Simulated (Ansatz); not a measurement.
The cell comes from COD entry 1537865, which wasn't checked; take it as a given geometry. It is an old determination, and later ones may differ. The listed cell was then made from it by scaling, straining or moving an atom.

An input for TiS₂: DFT, PBEsol, PAW with Ansatz's default frozen-core files, scalar-relativistic (Ansatz 0.2.0). The PAW files were made with PBE; their cores are remade for this functional.

Command: `ansatz run input.yaml --threads 1 --pin off --max-ram 6144MiB --backend cpu --events-out ev --progress --plain --runs-dir out` The run took 11 s on 1 thread of Arm Neoverse V1 (shared host), peak memory 0.43 GiB.

```yaml
crystal:
  lattice:
    - [3.3437605612, 0.0, 0.0]
    - [-1.6718802806, 2.8957815901, 0.0]
    - [0.0, 0.0, 5.695]
  atoms:
    - { symbol: Ti, position: [0.0, 0.0, 0.0] }
    - { symbol: S, position: [0.3333333333, 0.6666666667, 0.25] }
    - { symbol: S, position: [0.6666666667, 0.3333333333, 0.75] }
kpoints:
  mp_grid: { grid: [14, 14, 7] }
scf:
  occupations: { method: fermi_dirac, width: 0.05 }
hamiltonian:
  xc: pbesol
  pseudopotentials: { kind: paw }
output:
  forces: true
  stress: true
  eigenvalues: true
  efg: { contact_densities: true }
  write_density: true
  write_potential: true
  elf: true
  volumetric_format: npy
```

Set-up and iterations as logged by Ansatz (the results part is left out, to be predicted):

```
Engine: ansatz 0.2.0
Pseudopotentials: kind: paw
Pseudopotential: Ti, paw, valence charge 12, recommended cutoff 420 eV (normal)
Pseudopotential: S, paw, valence charge 6, recommended cutoff 420 eV (normal)
Functional definition: PBEsol
  exchange = pbesol_x
  correlation = pbesol_c
Crystal: 3 atoms, lattice volume = 55.144 Å³
Basis set: ecut = 420 eV, 1099 PW (Γ), exchange–correlation on 48×48×80 points (8 copies of the dense FFT grid, shifted against one another)
Bands: 16, of which v1, the nominal top of the filled ones, is band 12 counted from 1 (11 counted from 0)
Symmetry: 12 space group operations
Space group: P-3m1 (ITA 164), of the structure as read, at distance tolerance 3.8e-5 Å
k-points: 144 of 1372
Non-local potential: Ti, projectors of the file, l = 0: 3, l = 1: 2, l = 2: 3, l = 3: 1
Non-local potential: S, projectors of the file, l = 0: 2, l = 1: 2, l = 2: 2
PAW form: soft (Blöchl's): semilocal exchange-correlation on the pseudo side does not see the compensation charge
PAW frozen core: Ti, regenerated for the run's functional, and the local potential with it (the file was generated under x = pbe(κ = 0.804, μ = 0.2195149727645171), c = pbe(β = 0.06672455060314922))
PAW frozen core: S, regenerated for the run's functional, and the local potential with it (the file was generated under x = pbe(κ = 0.804, μ = 0.2195149727645171), c = pbe(β = 0.06672455060314922))
PAW one-centre angular grid: Ti, 590 points (default); XC on 64 Gauss nodes
PAW one-centre angular grid: S, 110 points (default); XC on 64 Gauss nodes
Initial density: superposition of atomic densities (neutral atoms: chi_scale 0, normalization atom), corrected by the library's trained network
Initial wavefunctions: pseudopotential atomic-orbital guess
Functional: x = pbesol(κ = 0.804, μ = 0.12345679012345678), c = pbesol(β = 0.046)
SCF iter   1: F=—  HF=-4247.752092 eV  |F-HF|=—  |Δ(HF+E_count)|=         —  Δρ=4.72e-3  dr2=1.35e-2  ethr=1.77e-3  ⟨swp⟩=5.1  Hψ=12576  notcnv=0
SCF iter   2: F=—  HF=-4247.749091 eV  |F-HF|=—  |Δ(HF+E_count)|=   3.00e-3  Δρ=2.62e-3  dr2=4.83e-3  ethr=5.62e-5  ⟨swp⟩=2.0  Hψ=3991  notcnv=0
SCF iter   3: F=—  HF=-4247.748158 eV  |F-HF|=—  |Δ(HF+E_count)|=   9.33e-4  Δρ=4.74e-4  dr2=1.74e-4  ethr=2.01e-5  ⟨swp⟩=2.0  Hψ=3324  notcnv=0
SCF iter   4: F=—  HF=-4247.748183 eV  |F-HF|=—  |Δ(HF+E_count)|=   2.50e-5  Δρ=1.58e-4  dr2=2.84e-5  ethr=7.25e-7  ⟨swp⟩=2.4  Hψ=3458  notcnv=0
SCF iter   5: F=—  HF=-4247.748182 eV  |F-HF|=—  |Δ(HF+E_count)|=   1.59e-7  Δρ=4.50e-5  dr2=3.91e-6  ethr=1.18e-7  ⟨swp⟩=2.0  Hψ=3163  notcnv=0
SCF iter   6: F=—  HF=-4247.748183 eV  |F-HF|=—  |Δ(HF+E_count)|=   3.66e-7  Δρ=1.30e-5  dr2=2.20e-7  ethr=1.63e-8  ⟨swp⟩=2.2  Hψ=3048  notcnv=0
SCF iter   7: F=-4247.748183 eV  HF=-4247.748183 eV  |F-HF|=6.55e-10  |Δ(HF+E_count)|=   1.87e-8  Δρ=3.46e-6  dr2=9.60e-9  ethr=4.17e-10  ⟨swp⟩=8.6  Hψ=13744  notcnv=0
```

**Question.** What pressure will this run report?

**Answer.** 0.45 GPa (positive in compression).

**Question.** How large will the largest force be?

**Answer.** 0.063 eV/Å.
